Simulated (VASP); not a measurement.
# Tl (P6_3/mmc) in VASP: further runs

Aim: see how the results for Tl move with the level of theory and the settings. Levels: rSCAN+D3(BJ), PBEsol, PBE+D3(BJ). Tasks: density of states, equation of state, band structure.

Program: VASP 6.6.1. These are calculated values, not measurements. Logs are shortened: lines on timing, memory, paths and dates and some standing lists are left out, and cuts for length are marked.

### Step 1. The crystal as given

Symmetry: P6_3/mmc, No. 194, hexagonal system. Conventional cell: a = 3.456 Å, b = 3.456 Å, c = 5.525 Å, α = 90.00°, β = 90.00°, γ = 120.00°. Tl (site symmetry -6m2) is surrounded by 12 Tl at 3.41 to 3.46 Å.

### Step 2. Density of states, rSCAN+D3(BJ), spin-orbit coupling, no magnetisation

Contents of INCAR:

```
PREC = Accurate ; ENCUT = 520
EDIFF = 0.001 ; ISMEAR = -5
SIGMA = 0.1 ; LREAL = False
LASPH = True ; NELM = 100
ALGO = Normal ; ISIF = 2
LWAVE = False ; LCHARG = False
MAGMOM = 0 0 0 0 0 0 ; LORBIT = 11
LSORBIT = True ; GGA_COMPAT = False
METAGGA = RSCAN ; LMIXTAU = True
IVDW = 12 ; VDW_S6 = 1.0
VDW_S8 = 1.08859014 ; VDW_A1 = 0.47023427
VDW_A2 = 5.73408312 ; NEDOS = 1001
```

Contents of KPOINTS:

```
regular mesh
0
Gamma
  7 7 4
```

Contents of POSCAR:

```
Tl
1.0
    3.4560000000      0.0000000000      0.0000000000
   -1.7280000000      2.9929837955      0.0000000000
    0.0000000000      0.0000000000      5.5250000000
Tl
2
Cartesian
    1.7280000002      0.9976612651      4.1437500000
   -0.0000000002      1.9953225304      1.3812500000
```

Potentials or basis: VASP PAW PBE potentials, release 64 (Tl_d).

The run is started by

```console
$ cat potpaw_PBE.64/Tl_d/POTCAR > POTCAR
$ mpirun -np 1 vasp_ncl > vasp.out
```

OUTCAR:

```text
PREC = Accurate
   ENCUT = 520
   EDIFF = 0.001
   ISMEAR = -5
   LREAL = False
   LASPH = True
   NELM = 100
   ISIF = 2
   LORBIT = 11
   LSORBIT = True
   METAGGA = RSCAN
   IVDW = 12
 IVDW          = 12

 ion  position               nearest neighbor table
   1  0.667  0.333  0.750-   2 3.41   2 3.41   2 3.41   2 3.41   2 3.41   2 3.41
   2  0.333  0.667  0.250-   1 3.41   1 3.41   1 3.41   1 3.41   1 3.41   1 3.41

  LATTYP: Found a hexagonal cell.
 ALAT       =     3.4560000000
 C/A-ratio  =     1.5986689815

  Lattice vectors:

 A1 = (   3.4560000000,   0.0000000000,   0.0000000000)
 A2 = (  -1.7280000000,   2.9929837955,   0.0000000000)
 A3 = (   0.0000000000,   0.0000000000,   5.5250000000)

Analysis of symmetry for initial positions (statically):
=====================================================================
 Subroutine PRICEL returns:
 Original cell was already a primitive cell.

 Routine SETGRP: Setting up the symmetry group for a
 hexagonal supercell.

 Subroutine GETGRP returns: Found 24 space group operations
 (whereof 12 operations were pure point group operations)
 out of a pool of 24 trial point group operations.

The static configuration has the point symmetry D_3d.
 The point group associated with its full space group is D_6h.

Analysis of symmetry for dynamics (positions and initial velocities):
=====================================================================
 Subroutine PRICEL returns:
 Original cell was already a primitive cell.

 Routine SETGRP: Setting up the symmetry group for a
 hexagonal supercell.

 Subroutine GETGRP returns: Found 24 space group operations
 (whereof 12 operations were pure point group operations)
 out of a pool of 24 trial point group operations.

The dynamic configuration has the point symmetry D_3d.
 The point group associated with its full space group is D_6h.

Analysis of structural, dynamic, and magnetic symmetry:
=====================================================================
 Subroutine PRICEL returns:
 Original cell was already a primitive cell.

 Routine SETGRP: Setting up the symmetry group for a
 hexagonal supercell.

 Subroutine GETGRP returns: Found 24 space group operations
 (whereof 12 operations were pure point group operations)
 out of a pool of 24 trial point group operations.

The overall configuration has the point symmetry D_3d.
 The point group associated with its full space group is D_6h.

 Subroutine INISYM returns: Found 24 space group operations
 (whereof 12 operations are pure point group operations),
 and found     1 'primitive' translations

----------------------------------------------------------------------------------------

                                     Primitive cell

  volume of cell :      57.1492

  direct lattice vectors                    reciprocal lattice vectors
     3.456000000  0.000000000  0.000000000     0.289351852  0.167057370  0.000000000
    -1.728000000  2.992983795  0.000000000     0.000000000  0.334114739  0.000000000
     0.000000000  0.000000000  5.525000000     0.000000000  0.000000000  0.180995475

  length of vectors
     3.456000000  3.456000000  5.525000000     0.334114739  0.334114739  0.180995475

  position of ions in fractional coordinates (direct lattice)
     0.666666667  0.333333333  0.750000000
     0.333333333  0.666666667  0.250000000

  ion indices of the primitive-cell ions
   primitive index   ion index
                 1           1
                 2           2

[... 86 lines left out ...]
   EFERMI =   0.00;   METHOD = LEGACY
   ISMEAR =    -5;   SIGMA  =   0.10  broadening in eV -4-tet -1-fermi 0-gaus
   EFERMI_NEDOS =   21; number of points for ismear=-14 and -15
   IALGO  =     38    algorithm
   IMIX   =      4    mixing-type and parameters
     AMIX     =   0.40;   BMIX     =  1.00
     AMIX_MAG =   1.60;   BMIX_MAG =  1.00
  volume/ion in A,a.u.               =      28.57       192.83
  Fermi-wavevector in a.u.,A,eV,Ry     =   1.259107  2.379366 21.569987  1.585349
  Thomas-Fermi vector in A             =   2.392683
   LORBIT       =     11    0 simple, 1 ext, 2 COOP (PROOUT), +10 PAW based schemes
   METAGGA = RSCAN    functional components
   LHFCALC =     F    Hartree Fock is set to
   AEXX    =    0.0000 exact exchange contribution
   IVDW    =    12    specifies the selected vdW correction
   LEPSILON=     F    determine dielectric tensor
   LRPA    =     F    only Hartree local field effects (RPA)
 Fermi weights with tetrahedron method with Bloechl corrections
  energy-cutoff  :      520.00
  volume of cell :       57.15
 maximum number of plane-waves:      3114
 NGX is ok and might be reduce to    28
   NGX = 13   NGY = 13   NGZ = 21

 number of electron      26.0000004 magnetization       0.0000000      0.0000000      0.0000000

 number of electron      26.0000004 magnetization      -0.0000000      0.0000000      0.0000000

 number of electron      26.0000004 magnetization       0.0000000     -0.0000000     -0.0000000

 Free energy of the ion-electron system (eV)
  ---------------------------------------------------
  ext. energy  EPLUGINS =         0.00000000
  ---------------------------------------------------
  free energy    TOTEN  =      -192.62742503 eV

  energy without entropy =     -192.62742503  energy(sigma->0) =     -192.62742503

 E-fermi :   6.3967     XC(G=0): -10.8392

 val. band max:        6.5762876721   @ k =   0.2857   0.0000   0.2500
 cond. band min:       6.3179700847   @ k =   0.1429   0.0000   0.2500
 fundamental gap:     -0.2583175874
 Fermi energy:         6.3966868749

 k-point     1 :       0.0000    0.0000    0.0000
  band No.  band energies     occupation
      1      -6.9103      1.00000
      2      -6.9103      1.00000
      3      -6.8998      1.00000
      4      -6.8998      1.00000
      5      -6.8874      1.00000
      6      -6.8874      1.00000
[... 877 lines left out ...]
     33      13.8717      0.00000
     34      13.8717      0.00000

------------------------ aborting loop because EDIFF is reached ----------------------------------------

 Edisp (eV)   -0.42307

 E8    (eV) :    -0.2218

  FORCE on cell =-STRESS in cart. coord.  units (eV):
  Direction    XX          YY          ZZ          XY          YZ          ZX
  --------------------------------------------------------------------------------------
  -------------------------------------------------------------------------------------
  Total      -0.32359    -0.32359    -0.70680     0.00000    -0.00000     0.00000
  in kB      -9.07186    -9.07186   -19.81513     0.00000    -0.00000     0.00000
  external pressure =      -12.65 kB  Pullay stress =        0.00 kB

 VOLUME and BASIS-vectors are now :
 -----------------------------------------------------------------------------
  energy-cutoff  :      520.00
  volume of cell :       57.15
      direct lattice vectors                 reciprocal lattice vectors
     3.456000000  0.000000000  0.000000000     0.289351852  0.167057370  0.000000000
    -1.728000000  2.992983795  0.000000000     0.000000000  0.334114739  0.000000000
     0.000000000  0.000000000  5.525000000     0.000000000  0.000000000  0.180995475

 POSITION                                       TOTAL-FORCE (eV/Angst)
 -----------------------------------------------------------------------------------
      1.72800      0.99766      4.14375         0.000000      0.000000     -0.000000
     -0.00000      1.99532      1.38125        -0.000000     -0.000000      0.000000
 -----------------------------------------------------------------------------------
    total drift:                                0.000000     -0.000000     -0.000000

  FREE ENERGIE OF THE ION-ELECTRON SYSTEM (eV)
  ---------------------------------------------------
  free  energy   TOTEN  =      -193.0504914251 eV

  energy  without entropy=     -193.0504914251  energy(sigma->0) =     -193.05049143

 Spin-Orbit-Coupling matrix elements

 Ion:    1  E_soc:     -0.6135338
 l=   1
     0.0000000    -0.0554387    -0.0545652
    -0.0554387     0.0000000    -0.0554387
    -0.0545652    -0.0554387     0.0000000
 l=   2
     0.0000000    -0.0094241     0.0000000    -0.0094241    -0.0377348
    -0.0094241     0.0000000    -0.0281634    -0.0095662    -0.0094241
     0.0000000    -0.0281634     0.0000000    -0.0281634     0.0000000
    -0.0094241    -0.0095662    -0.0281634     0.0000000    -0.0094241
    -0.0377348    -0.0094241     0.0000000    -0.0094241     0.0000000
 l=   3
     0.0000000     0.0000000     0.0000000     0.0000000     0.0000000     0.0000000     0.0000000
     0.0000000     0.0000000     0.0000000     0.0000000     0.0000000     0.0000000     0.0000000
     0.0000000     0.0000000     0.0000000     0.0000000     0.0000000     0.0000000     0.0000000
     0.0000000     0.0000000     0.0000000     0.0000000     0.0000000     0.0000000     0.0000000
     0.0000000     0.0000000     0.0000000     0.0000000     0.0000000     0.0000000     0.0000000
     0.0000000     0.0000000     0.0000000     0.0000000     0.0000000     0.0000000     0.0000000
     0.0000000     0.0000000     0.0000000     0.0000000     0.0000000     0.0000000     0.0000000

 Ion:    2  E_soc:     -0.6135338
 l=   1
     0.0000000    -0.0554387    -0.0545652
    -0.0554387     0.0000000    -0.0554387
    -0.0545652    -0.0554387     0.0000000
 l=   2
     0.0000000    -0.0094241     0.0000000    -0.0094241    -0.0377348
    -0.0094241     0.0000000    -0.0281634    -0.0095662    -0.0094241
     0.0000000    -0.0281634     0.0000000    -0.0281634     0.0000000
    -0.0094241    -0.0095662    -0.0281634     0.0000000    -0.0094241
    -0.0377348    -0.0094241     0.0000000    -0.0094241     0.0000000
 l=   3
     0.0000000     0.0000000     0.0000000     0.0000000     0.0000000     0.0000000     0.0000000
     0.0000000     0.0000000     0.0000000     0.0000000     0.0000000     0.0000000     0.0000000
     0.0000000     0.0000000     0.0000000     0.0000000     0.0000000     0.0000000     0.0000000
     0.0000000     0.0000000     0.0000000     0.0000000     0.0000000     0.0000000     0.0000000
     0.0000000     0.0000000     0.0000000     0.0000000     0.0000000     0.0000000     0.0000000
     0.0000000     0.0000000     0.0000000     0.0000000     0.0000000     0.0000000     0.0000000
     0.0000000     0.0000000     0.0000000     0.0000000     0.0000000     0.0000000     0.0000000

 total charge

# of ion       s       p       d       tot
------------------------------------------
    1        1.184   0.409   9.627  11.220
    2        1.184   0.409   9.627  11.220
--------------------------------------------------
tot          2.368   0.819  19.254  22.441

 magnetization (x)

# of ion       s       p       d       tot
------------------------------------------
    1        0.000  -0.000   0.000  -0.000
    2        0.000   0.000   0.000   0.000
--------------------------------------------------
tot          0.000   0.000   0.000   0.000

 magnetization (y)

# of ion       s       p       d       tot
------------------------------------------
    1        0.000   0.000   0.000   0.000
    2        0.000   0.000   0.000   0.000
--------------------------------------------------
tot          0.000   0.000   0.000   0.000

 magnetization (z)

# of ion       s       p       d       tot
------------------------------------------
    1        0.000   0.000   0.000   0.000
    2        0.000   0.000   0.000   0.000
--------------------------------------------------
tot          0.000   0.000   0.000   0.000
```

Wall time 5.2 min (1 thread of AMD EPYC 9R45 (Zen 5), shared host); peak memory 0.35 GiB.

These settings aren't checked as converged (typed here: EDIFF = 0.001): the numbers below hold their error.

Results:

| Property | Result |
| --- | --- |
| Free energy | -193.0505 eV |
| Pressure | -1.3 GPa |
| Valence electrons inside the program's atomic spheres | Tl 11.22 |
| Dispersion energy per atom | -0.212 eV |

Caveat: the PAW data sets were made with another functional, which shifts forces and pressure a little.

(Continued in part 2 of 8.)
